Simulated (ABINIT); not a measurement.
Se, 3 atoms in the cell. It takes space group P3_121 (No. 152, trigonal). The conventional cell has a = 4.366 Å, b = 4.366 Å, c = 4.954 Å, α = 90.00°, β = 90.00°, γ = 120.00°. Se (site symmetry 2) has 2 Se at 2.37 Å as nearest neighbours. 

- Program: ABINIT 10.8.3 (patched build)
- Task: single point
- Functional: LDA
- Potentials or basis: PseudoDojo NC SR LDA v0.4.1 standard
- Cutoff: 1088 eV
- k mesh: 5 × 5 × 4
- Occupations: fermi-dirac, width 0.05 eV
- Spin: no spin polarisation

Potentials or basis: PseudoDojo NC SR LDA v0.4.1 standard.

Run with:

```bash
$ abinit run.abi > log 2>&1
```

Hardware: 1 thread of Arm Neoverse V1 (shared host).

Q: Estimate the wall time of this run.

A: Run time: 110 s on 1 thread of Arm Neoverse V1, on a shared host, peak memory 0.12 GiB. Counts: scf iterations 10, mpi ranks 1, k points 17, bands 29, plane waves 6686.
